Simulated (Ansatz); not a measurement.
# Dielectric response of KCl (001) films, part 2 of 2

How well do thin rocksalt KCl (001) films screen a perpendicular field?

Ansatz 0.2.0; plane-wave DFT, LDA, Ansatz PAW.

So far. Step 15 (Field on, atoms free, 10 atoms, units 5, field 0.05 V/Å): The dipole is 0.0680 e·Å, and the gap on the mesh 4.790 eV. Step 16 (Relaxing in the field, 10 atoms, units 5, field -0.05 …): The dipole is -0.0680 e·Å, and the gap on the mesh 4.790 eV.

## Step 17: Response with the atoms relaxed, 10 atoms, units 5

This step: plane-wave DFT, LDA, Ansatz PAW; response to a field along the normal, atoms relaxed (Ansatz 0.2.0).

Local field over the applied field, running mean. From the potentials at -0.05 and 0.05 V/Å; running mean over 3.145 Å, taken twice. Table of local field over applied field by z:

```csv
z (Å),local field over applied field
4.5,0.995
5.0,0.983
5.5,0.950
6.0,0.892
6.5,0.817
7.0,0.716
7.5,0.588
8.0,0.456
8.5,0.343
9.0,0.267
9.5,0.202
10.0,0.158
10.5,0.167
11.0,0.196
11.5,0.221
12.0,0.229
12.5,0.242
13.0,0.259
13.5,0.255
14.0,0.239
14.5,0.226
15.0,0.227
15.5,0.228
16.0,0.225
16.5,0.237
17.0,0.253
17.5,0.260
18.0,0.245
18.5,0.230
19.0,0.223
19.5,0.201
20.0,0.171
20.5,0.156
21.0,0.193
21.5,0.256
22.0,0.329
22.5,0.435
23.0,0.566
23.5,0.697
24.0,0.803
24.5,0.881
25.0,0.942
25.5,0.980
26.0,0.994
```

The induced dipole is that of a conductor 12.44 Å thick.

## Step 18: Relaxing the film, 16 atoms, units 8

This step: plane-wave DFT, LDA, Ansatz PAW (Ansatz 0.2.0).

System of this step: KCl (001), 8 units. The cell holds 16 atoms: 8 K and 8 Cl. Cell: a = 4.448 Å, b = 4.448 Å, c = 40.015 Å, α = 90.0°, β = 90.0°, γ = 90.0°. It derives from KCl (rocksalt KCl). Vacuum lies along c.

The input, input.yaml:

```yaml
crystal:
  lattice:
    - [4.44770165, 0.0, 0.0]
    - [0.0, 4.44770165, 0.0]
    - [0.0, 0.0, 40.015]
  atoms:
    - { symbol: K, position: [0.5, 0.5, 0.2249156566] }
    - { symbol: Cl, position: [0.0, 0.0, 0.2249156566] }
    - { symbol: K, position: [0.0, 0.0, 0.3035111833] }
    - { symbol: Cl, position: [0.5, 0.5, 0.3035111833] }
    - { symbol: K, position: [0.5, 0.5, 0.38210671] }
    - { symbol: Cl, position: [0.0, 0.0, 0.38210671] }
    - { symbol: K, position: [0.0, 0.0, 0.4607022367] }
    - { symbol: Cl, position: [0.5, 0.5, 0.4607022367] }
    - { symbol: K, position: [0.5, 0.5, 0.5392977633] }
    - { symbol: Cl, position: [0.0, 0.0, 0.5392977633] }
    - { symbol: K, position: [0.0, 0.0, 0.61789329] }
    - { symbol: Cl, position: [0.5, 0.5, 0.61789329] }
    - { symbol: K, position: [0.5, 0.5, 0.6964888167] }
    - { symbol: Cl, position: [0.0, 0.0, 0.6964888167] }
    - { symbol: K, position: [0.0, 0.0, 0.7750843434] }
    - { symbol: Cl, position: [0.5, 0.5, 0.7750843434] }
kpoints:
  mp_grid: { grid: [6, 6, 1] }
hamiltonian:
  xc: lda
scf:
  occupations: { method: fixed }
  convergence: { dr2_threshold: 1.0e-09 }
efield:
  axis: 3
  dipole_correction: true
  ramp_position: 0.97
  ramp_width: 0.06
relax:
  f_tol: 0.003
  max_steps: 100
output:
  write_potential: true
  write_density: true
  volumetric_format: npy
```

Command:

```sh
$ ansatz run input.yaml --threads 4 --pin off --max-ram 12288MiB --backend cpu --events-out ev --progress --plain --runs-dir out
```

The job ended after 83 s (4 threads of Arm Neoverse V1, shared host; peak memory 1.5 GiB; 5.4 min of CPU time).

Relaxation path:

```csv
step,energy less that of the first step (eV),largest force component (eV/Å)
1,0.0000,0.1816
2,-0.0772,0.0912
3,-0.1217,0.0393
4,-0.1298,0.0425
5,-0.1334,0.0078
6,-0.1335,0.0021
```

Forces are held to the 8 operations that the run works with; a distortion that breaks them can't arise in this run.

The atoms that moved most (Å):

```csv
atom,dx,dy,dz,length
K1,0.000,0.000,0.488,0.488
K15,0.000,0.000,-0.488,0.488
Cl2,0.000,0.000,0.459,0.459
Cl16,0.000,0.000,-0.459,0.459
Cl14,0.000,0.000,-0.326,0.326
Cl4,0.000,0.000,0.326,0.326
K3,0.000,0.000,0.322,0.322
K13,0.000,0.000,-0.322,0.322
```

The electron's electrostatic potential energy less the highest filled level oscillates, so the rows of the table below give means over windows of 2.96 Å about each position, cut where the curve ends. Its maxima inside the range that stand out by 2 % of the span (Å: eV): 12.4: 1.72, 15.4: 1.72, 18.5: 1.72, 21.5: 1.72, 24.6: 1.72, 27.6: 1.72. Its minima: 11.0: 1.19, 13.9: 1.27, 17.0: 1.26, 20.0: 1.27, 23.0: 1.26, 26.1: 1.27, 29.0: 1.19.

Running mean over 3.145 Å of the planar mean; the ramp of the sawtooth is left out. Table of electron's electrostatic potential energy less the highest filled level by z; means over each step:

```csv
z (Å),electron's electrostatic potential energy less the highest filled level (eV)
4.89,6.45
7.85,4.14
10.81,1.50
13.77,1.54
16.73,1.53
19.69,1.54
22.65,1.53
25.61,1.54
28.57,1.50
31.53,3.14
34.49,6.43
```

The relaxation took 6 steps and lowered the energy by 0.13 eV; the largest force on the free atoms ends at 0.0021 eV/Å.

The gap is 4.86 eV, with the valence edge 6.45 eV and the conduction edge 1.59 eV under the upper vacuum level.

## Step 19: Comparing the runs

Times are for 4 threads of Arm Neoverse V1, shared host. The runs compared:

```csv
no.,units,"ionisation energy, upper face (eV)","electron affinity, upper face (eV)",time,memory (GiB)
1,3,6.432,1.575,12 s,0.67
2,5,6.448,1.587,28 s,0.94
3,8,6.454,1.595,83 s,1.5
```

The valence density, planar mean (3) oscillates, so the rows of the table below give means over windows of 1 Å about each position, cut where the curve ends. Its maxima inside the range that stand out by 2 % of the span (Å: e/Å³): 9.2: 0.598, 12.1: 0.598, 15.1: 0.598. Its minima: 10.7: 0.0364, 13.6: 0.0364.

The runs together. The valence density, planar mean by z; means over each step:

```csv
z (Å),3 (e/Å³),5 (e/Å³),8 (e/Å³)
5,9.6e-6,6.7e-6,3.9e-6
6,1.7e-4,1.2e-4,6.8e-5
7,0.00341,0.00234,0.00129
8,0.0851,0.0565,0.0300
9,0.512,0.472,0.387
10,0.202,0.266,0.364
11,0.0967,0.0728,0.0576
12,0.513,0.474,0.392
13,0.200,0.262,0.360
14,0.0980,0.0695,0.0554
15,0.514,0.468,0.384
16,0.193,0.269,0.368
17,0.00845,0.0672,0.0556
18,4.1e-4,0.462,0.377
19,2.2e-5,0.278,0.375
20,1.3e-6,0.0683,0.0553
21,0,0.466,0.369
22,0,0.272,0.383
23,0,0.0143,0.0556
24,0,9.0e-4,0.260
```

## Step 20: Single point on the relaxed film, 16 atoms, units 8

The input, input.yaml:

```yaml
crystal:
  lattice:
    - [4.44770165, 0.0, 0.0]
    - [0.0, 4.44770165, 0.0]
    - [0.0, 0.0, 40.015]
  atoms:
    - { symbol: K, position: [0.5, 0.5, 0.237100616] }
    - { symbol: Cl, position: [0.0, 0.0, 0.236397393] }
    - { symbol: K, position: [0.0, 0.0, 0.3115461654] }
    - { symbol: Cl, position: [0.5, 0.5, 0.3116665501] }
    - { symbol: K, position: [0.5, 0.5, 0.3869881051] }
    - { symbol: Cl, position: [0.0, 0.0, 0.3869670357] }
    - { symbol: K, position: [0.0, 0.0, 0.4623043051] }
    - { symbol: Cl, position: [0.5, 0.5, 0.4623288127] }
    - { symbol: K, position: [0.5, 0.5, 0.5376957689] }
    - { symbol: Cl, position: [0.0, 0.0, 0.5376710881] }
    - { symbol: K, position: [0.0, 0.0, 0.6130119448] }
    - { symbol: Cl, position: [0.5, 0.5, 0.6130329113] }
    - { symbol: K, position: [0.5, 0.5, 0.6884538536] }
    - { symbol: Cl, position: [0.0, 0.0, 0.6883334449] }
    - { symbol: K, position: [0.0, 0.0, 0.7628993892] }
    - { symbol: Cl, position: [0.5, 0.5, 0.7636026161] }
kpoints:
  mp_grid: { grid: [6, 6, 1] }
hamiltonian:
  xc: lda
scf:
  occupations: { method: fixed }
  convergence: { dr2_threshold: 1.0e-09 }
efield:
  axis: 3
  dipole_correction: true
  ramp_position: 0.97
  ramp_width: 0.06
output:
  eigenvalues: true
  dos: { projected: true, e_range: [-7, 7] }
  write_potential: true
  write_density: true
  volumetric_format: npy
checkpoint:
  write: end8.run
  compress: false
  write_wavefunctions: false
```

Run time: 23 s. Hardware: 4 threads; peak memory 1.7 GiB; 91 s of CPU time.

The electron's electrostatic potential energy less the highest filled level oscillates, so the rows of the table below give means over windows of 2.96 Å about each position, cut where the curve ends. Its maxima inside the range that stand out by 2 % of the span (Å: eV): 12.4: 1.72, 15.4: 1.72, 18.5: 1.72, 21.5: 1.72, 24.6: 1.72, 27.6: 1.72. Its minima: 11.0: 1.19, 13.9: 1.27, 17.0: 1.26, 20.0: 1.27, 23.0: 1.26, 26.1: 1.27, 29.0: 1.19.

Running mean over 3.145 Å of the planar mean; the ramp of the sawtooth is left out. Table of electron's electrostatic potential energy less the highest filled level by z; means over each step:

z (Å), electron's electrostatic potential energy less the highest filled level (eV) and a bar from the least value:
```
     4.89       6.45 ##############################
     7.85       4.14 ################
    10.81       1.50 
    13.77       1.54 
    16.73       1.53 
    19.69       1.54 
    22.65       1.53 
    25.61       1.54 
    28.57       1.50 
    31.53       3.14 ##########
    34.49       6.43 ##############################
```

The gap is 4.86 eV, with the valence edge 6.45 eV and the conduction edge 1.59 eV under the upper vacuum level.

## Step 21: Atoms held, 16 atoms, units 8, field 0.1 V/Å

Edit input.yaml of step 20 so:

```diff
@@ -28,3 +28,3 @@
   occupations: { method: fixed }
-  convergence: { dr2_threshold: 1.0e-09 }
+  convergence: { dr2_threshold: 1.0e-10 }
 efield:
@@ -34,5 +34,4 @@
   ramp_width: 0.06
+  amplitude: 0.1
 output:
-  eigenvalues: true
-  dos: { projected: true, e_range: [-7, 7] }
   write_potential: true
@@ -40,5 +39 @@
   volumetric_format: npy
-checkpoint:
-  write: end8.run
-  compress: false
-  write_wavefunctions: false
```

It took 25 s on 4 threads; peak memory 1.7 GiB.

The dipole is 0.158 e·Å, and the gap on the mesh 4.112 eV.

## Step 22: Single point, 16 atoms, units 8, field -0.1 V/Å

Edit input.yaml of step 21 so:

```diff
@@ -34,3 +34,3 @@
   ramp_width: 0.06
-  amplitude: 0.1
+  amplitude: -0.1
 output:
```

The job ended after 26 s (4 threads; peak memory 1.7 GiB).

The dipole is -0.158 e·Å, and the gap on the mesh 4.112 eV.

## Step 23: Response with the atoms held, 16 atoms, units 8

This step: plane-wave DFT, LDA, Ansatz PAW; response to a field along the normal, atoms held (Ansatz 0.2.0).

Local field over the applied field, running mean. From the potentials at -0.1 and 0.1 V/Å; running mean over 3.145 Å, taken twice. The local field over applied field by z:

```csv
z (Å),local field over applied field
5,0.992
6,0.953
7,0.842
8,0.676
9,0.517
10,0.423
11,0.400
12,0.402
13,0.406
14,0.408
15,0.408
16,0.407
17,0.408
18,0.407
19,0.407
20,0.408
21,0.407
22,0.407
23,0.408
24,0.407
25,0.407
26,0.408
27,0.406
28,0.402
29,0.400
30,0.422
31,0.515
32,0.673
33,0.840
34,0.952
35,0.992
```

The induced dipole is that of a conductor 14.49 Å thick.

## Step 24: Field on, atoms free, 16 atoms, units 8, field 0.05 V/Å

This step: plane-wave DFT, LDA, Ansatz PAW (Ansatz 0.2.0).

Edit input.yaml of step 22 so:

```diff
@@ -34,3 +34,6 @@
   ramp_width: 0.06
-  amplitude: -0.1
+  amplitude: 0.05
+relax:
+  f_tol: 0.0006
+  max_steps: 70
 output:
```

The job ended after 48 s (4 threads; peak memory 1.5 GiB).

The relaxation took 3 steps and lowered the energy by 6.7e-4 eV; the largest force on the free atoms ends at 5.2e-4 eV/Å.

The dipole is 0.106 e·Å, and the gap on the mesh 4.694 eV.

## Step 25: Relaxing in the field, 16 atoms, units 8, field -0.05 V/Å

Edit input.yaml of step 24 so:

```diff
@@ -34,3 +34,3 @@
   ramp_width: 0.06
-  amplitude: 0.05
+  amplitude: -0.05
 relax:
```

Run time: 48 s. Hardware: 4 threads; peak memory 1.5 GiB.

The relaxation took 3 steps and lowered the energy by 6.7e-4 eV; the largest force on the free atoms ends at 5.2e-4 eV/Å.

The dipole is -0.106 e·Å, and the gap on the mesh 4.694 eV.

## Step 26: Response with the atoms relaxed, 16 atoms, units 8

This step: plane-wave DFT, LDA, Ansatz PAW; response to a field along the normal, atoms relaxed (Ansatz 0.2.0).

Local field over the applied field, running mean. From the potentials at -0.05 and 0.05 V/Å; running mean over 3.145 Å, taken twice. Local field over applied field against z:

z (Å), local field over applied field and a bar from the least value:
```
        5      0.989 ##############################
        6      0.916 ###########################
        7      0.762 ######################
        8      0.510 ############
        9      0.298 #####
       10      0.172 
       11      0.181 
       12      0.224 ##
       13      0.254 ###
       14      0.255 ###
       15      0.235 ##
       16      0.224 ##
       17      0.223 ##
       18      0.229 ##
       19      0.233 ##
       20      0.236 ##
       21      0.233 ##
       22      0.229 ##
       23      0.224 ##
       24      0.224 ##
       25      0.235 ##
       26      0.254 ###
       27      0.254 ###
       28      0.224 ##
       29      0.182 
       30      0.171 
       31      0.296 #####
       32      0.506 ############
       33      0.758 ######################
       34      0.915 ###########################
       35      0.989 ##############################
```

The induced dipole is that of a conductor 19.37 Å thick.

## Step 27: Electronic ε from the series

This step: plane-wave DFT, LDA, Ansatz PAW; permittivity from the thickness series, atoms held (Ansatz 0.2.0).

Each added layer adds t(1 − 1/ε) to the dipole term, so the slope against thickness gives ε without a choice of where the film ends.

This step gave:

- slope: 0.5925
- intercept of the fit: 1.992 Å
- ε of the interior: 2.454

Equivalent conductor thickness against distance between the outer atoms:

```csv
distance between the outer atoms (Å),equivalent conductor thickness (Å)
6.02,5.56
12.05,9.13
21.10,14.5
```

By hand, from the thinnest and the thickest film: slope = (14.492 − 5.559) / (21.096 − 6.021) = 0.593, so ε = 1/(1 − 0.593) = 2.45.

## Step 28: Static ε from the series

This step: plane-wave DFT, LDA, Ansatz PAW; permittivity from the thickness series, atoms relaxed (Ansatz 0.2.0).

The same fit for the relaxed films. The nearer its slope lies to 1, the more ε hangs on small errors.

Numbers from this step:

```yaml
slope: 0.7616
intercept_of_the_fit: 3.288 Å
eps_of_the_interior: 4.195
```

Equivalent conductor thickness against distance between the outer atoms:

```csv
distance between the outer atoms (Å),equivalent conductor thickness (Å)
6.02,7.89
12.05,12.4
21.09,19.4
```

By hand, from the thinnest and the thickest film: slope = (19.367 − 7.892) / (21.095 − 6.021) = 0.761, so ε = 1/(1 − 0.761) = 4.19. One nm of such a film has the capacitance of 3.9/4.19 = 0.93 nm of SiO₂ (its equivalent oxide thickness).

## Step 29: A changed input: scf.occupations.method = "tetrahedron_uncorrected"

This step: plane-wave DFT, LDA, Ansatz PAW (Ansatz 0.2.0).

System of this step: KCl (001), 3 units. The cell holds 6 atoms: 3 K and 3 Cl. Its edges and angles: a = 4.448 Å, b = 4.448 Å, c = 24.290 Å, α = 90.0°, β = 90.0°, γ = 90.0°. It derives from KCl (rocksalt KCl). Vacuum lies along c.

A run with a changed input: it repeats the earlier run at 0.1 V/Å, 3 units with scf.occupations.method from fixed to tetrahedron_uncorrected.

The input, input.yaml:

```yaml
crystal:
  lattice:
    - [4.44770165, 0.0, 0.0]
    - [0.0, 4.44770165, 0.0]
    - [0.0, 0.0, 24.29]
  atoms:
    - { symbol: K, position: [0.5, 0.5, 0.3771472091] }
    - { symbol: Cl, position: [0.0, 0.0, 0.3760695358] }
    - { symbol: K, position: [0.0, 0.0, 0.4999999917] }
    - { symbol: Cl, position: [0.5, 0.5, 0.5000000119] }
    - { symbol: K, position: [0.5, 0.5, 0.6228527777] }
    - { symbol: Cl, position: [0.0, 0.0, 0.6239304739] }
kpoints:
  mp_grid: { grid: [6, 6, 1] }
hamiltonian:
  xc: lda
scf:
  occupations: { method: tetrahedron_uncorrected }
  convergence: { dr2_threshold: 1.0e-10 }
efield:
  axis: 3
  dipole_correction: true
  ramp_position: 0.97
  ramp_width: 0.06
  amplitude: 0.1
output:
  write_potential: true
  write_density: true
  volumetric_format: npy
```

Wall time 4.7 s (4 threads); peak memory 0.69 GiB.

Numbers from this step:

```
gap on the k-mesh       : 4.705 eV
dipole along the normal : 0.06077 e·Å
```

```csv
quantity,this run,earlier run,difference
dipole along the normal (e·Å),0.06077,0.06077,-1.9e-7
gap on the k-mesh (eV),4.705,4.705,-2.8e-6
```

Nothing in the table moves by 0.01 in its unit (for the dipole 0.5 % and 5e-5 e·Å). The run took 11 SCF cycles against 10.

## Step 30: The same run with other settings: scf.mixing.algorithm = "msr1" and scf.mixing.beta = 0.5

Another changed input: it repeats the earlier run at 0.1 V/Å, 3 units with scf.mixing.algorithm to msr1 and scf.mixing.beta to 0.5.

Edit input.yaml of step 29 so:

```diff
@@ -17,4 +17,5 @@
 scf:
-  occupations: { method: tetrahedron_uncorrected }
+  occupations: { method: fixed }
   convergence: { dr2_threshold: 1.0e-10 }
+  mixing: { algorithm: msr1, beta: 0.5 }
 efield:
```

It took 4.4 s on 4 threads; peak memory 0.68 GiB.

Numbers from this step:

- dipole along the normal: 0.06078 e·Å

```csv
quantity,this run,earlier run,difference
dipole along the normal (e·Å),0.06078,0.06077,2.5e-6
gap on the k-mesh (eV),4.705,4.705,-7.5e-6
```

Nothing in the table moves by 0.01 in its unit (for the dipole 0.5 % and 5e-5 e·Å).

## Step 31: What came out

```yaml
electronic_eps_from_the_thickness_series: 2.45
static_eps_from_the_thickness_series: 4.19
local_electronic_eps_middle_of_8_units: 2.45
```

In words: The films give an electronic ε of 2.45 and a static ε of 4.19. The slope of the series and the field inside the thickest film give 2.45 and 2.45, in agreement. Ions raise ε from 2.45 to 4.19. The in-plane lattice constants are held at typed bulk values. Semilocal functionals tend to overestimate the electronic ε a little.

[Logs are printed without paths, hosts, clocks, repeated set-up lines and the standing remarks that a program may print on its own settings, such as how far it seeks lower states.]

[Hosts, paths, dates, database ids (printed as entryN), source tags and the programs' standing remarks are cut or masked in the printed files.]

[Maps of the electrostatic potential energy from Ansatz leave out the sawtooth potential of an applied field or a dipole correction, so their vacuum need not be flat; planar profiles and work functions include it.]
